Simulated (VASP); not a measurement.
**Ba: elastic constants with AM05+D4**

The system is Ba.

```
Ba
1.0
     0.00000    3.23267    3.23267
     3.23267    0.00000    3.23267
     3.23267    3.23267    0.00000
Ba
1
Direct
  0.00000 0.00000 0.00000
```

This isn't the form of Ba at room conditions, which is bcc.

```
Program                   : VASP 6.6.1
Task                      : elastic constants
Functional                : AM05
Dispersion                : D4
Potentials or basis       : VASP PAW PBE potentials, release 64 (Ba_sv)
Cutoff                    : 600 eV
k mesh                    : 5 × 5 × 5
Occupations               : gaussian, width 0.1 eV
Spin                      : no spin polarisation
Ions in elastic constants : relaxed
Further INCAR settings    : ALGO = Normal; EDIFF = 1e-08; IBRION = 6; POTIM = 0.015; NSW = 1; ISIF = 3
```

| Item | Value |
| --- | --- |
| Relaxed volume | 60.75 Å³/atom |
| Relaxed cell | a = 4.412 Å, b = 4.412 Å, c = 4.412 Å, α = 60.00°, β = 60.00°, γ = 60.00° |
| Space group after relaxing (to 0.05 Å) | Fm-3m (No. 225) |
| Elastic constants C11, C12, C44 | 8, 8, 10 GPa |
| Voigt bulk modulus | 8 GPa |
| Dispersion energy per atom | -0.072 eV |

Step by step:
```tsv
step	energy change (eV)	largest force (eV/Å)	pressure (GPa)	volume (Å³)
1	0.0000	0.0000	-0.81	67.56
2	-0.0133	0.0000	-0.48	64.29
3	0.0048	0.0000	-0.02	60.87
4	0.0048	0.0000	0.00	60.75
```

Final structure:
```
CELL_PARAMETERS angstrom
0.00000 3.12005 3.12005
3.12005 0.00000 3.12005
3.12005 3.12005 0.00000
ATOMIC_POSITIONS crystal
Ba 0.00000 0.00000 0.00000
```

Elastic tensor in Voigt notation (GPa, in the Cartesian axes of the cell as first typed):
```
 8  8  8  0  0  0
 8  8  8  0  0  0
 8  8  8  0  0  0
 0  0  0 10  0  0
 0  0  0  0 10  0
 0  0  0  0  0 10
```

Clamped-ion elastic tensor (GPa):
```
 8  8  8  0  0  0
 8  8  8  0  0  0
 8  8  8  0  0  0
 0  0  0 10  0  0
 0  0  0  0 10  0
 0  0  0  0  0 10
```

Run time: 4.6 min on 1 thread of Intel(R) Xeon(R) Platinum 8559C (Emerald Rapids), on a shared host, peak memory 0.24 GiB.

Caveat: the PAW data sets were made with another functional, which shifts forces and pressure a little. Spin-orbit coupling is left out, which matters for the levels of Ba.
